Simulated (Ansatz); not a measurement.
# RbCl: how the settings move a single-point run

How sensitive is a single-point run of RbCl to its settings? A reference run comes first, then two runs with altered input.

Computed with Ansatz 0.2.0 (reference: DFT, PBE, all-electron LAPW, scalar-relativistic, unless a step's input says otherwise).

### 1 The structure to begin with

Symmetry: Fm-3m, No. 225, cubic system. Conventional cell: a = 6.602 Å, b = 6.602 Å, c = 6.602 Å, α = 90.00°, β = 90.00°, γ = 90.00°. Rb (site symmetry m-3m) is surrounded by 6 Cl at 3.30 Å. Around Cl (site symmetry m-3m) lie 6 Rb at 3.30 Å.

As a file:

```cif
data_structure
_symmetry_space_group_name_H-M 'P 1'
_symmetry_Int_Tables_number 1
_cell_length_a 4.6684
_cell_length_b 4.6684
_cell_length_c 4.6684
_cell_angle_alpha 60.000
_cell_angle_beta 60.000
_cell_angle_gamma 60.000
_cell_volume 71.94
loop_
_atom_site_label
_atom_site_type_symbol
_atom_site_fract_x
_atom_site_fract_y
_atom_site_fract_z
_atom_site_occupancy
Rb1 Rb 0.00000 0.00000 0.00000 1
Cl1 Cl 0.50000 0.50000 0.50000 1
```

### 2 Baseline

File input.yaml:

```yaml
crystal:
  lattice:
    - [0.0, 3.3010590783, 3.3010590783]
    - [3.3010590783, 0.0, 3.3010590783]
    - [3.3010590783, 3.3010590783, 0.0]
  atoms:
    - { symbol: Rb, position: [0.0, 0.0, 0.0] }
    - { symbol: Cl, position: [0.5, 0.5, 0.5] }
kpoints:
  mp_grid: { grid: [7, 7, 7] }
scf:
  occupations: { method: fermi_dirac, width: 0.02 }
hamiltonian:
  xc: pbe
  pseudopotentials: { kind: all_electron, lapw: { basis_error: 0.001 } }
output:
  forces: true
  stress: true
  eigenvalues: true
```

Started as:

```
ansatz run input.yaml --threads 1 --pin off --max-ram 2048MiB --backend cpu --events-out ev --progress --plain --runs-dir out
```

### 3 Variant: occupations.method tetrahedron, width left out

input.yaml: that of step 2 with these lines changed.

```diff
@@ -11,3 +11,3 @@
 scf:
-  occupations: { method: fermi_dirac, width: 0.02 }
+  occupations: { method: tetrahedron }
 hamiltonian:
```

### 4 Variant: scf.algorithm direct_min

input.yaml: that of step 2 with these lines changed.

```diff
@@ -12,2 +12,3 @@
   occupations: { method: fermi_dirac, width: 0.02 }
+  algorithm: direct_min
 hamiltonian:
```

What does the calculation give? Wanted: for each run, ending; energy change; pressure; gap; force.

The runs gave:

| run | ending | energy change | pressure (GPa) | gap (eV) | force (eV/Å) | cycles | time |
| --- | --- | --- | --- | --- | --- | --- | --- |
| reference | converged | 0 | 0.7 | 4.97 | 0.00 | 7 | 3.8 s |
| 1: occupations.method tetrahedron, width left out | converged | 0.0 meV/atom (σ→0) | 0.7 | 4.97 | 0.00 | 7 | 4.1 s |
| 2: scf.algorithm direct_min | converged | 0.0 meV/atom | 0.7 | 4.97 | 0.00 | 7 | 12 s |

Residual by cycle in the longest SCF loop of each run; runs are numbered as in the table. The quantity is the density residual dr2, in eV.

```
cycle  reference    run 1    run 2
    1      0.537    0.537    0.537
    2     0.0216   0.0216  0.00363
    3     0.0131   0.0131   1.4e-4
    4    0.00235  0.00235   4.0e-7
    5     1.1e-4   1.1e-4  3.8e-10
    6     2.0e-6   1.9e-6   2.2e-9
    7     1.8e-8   1.8e-8  4.1e-13
```

Of the converged runs whose energies compare with the reference's, none moves it noticeably. Of the variants the dearest is «scf.algorithm direct_min» (12 s), the cheapest «occupations.method tetrahedron, width left out» (4.1 s), on a shared host.

The gaps are Kohn-Sham values of a semilocal functional, not quasiparticle or optical gaps. Such gaps usually fall short of the measured ones.
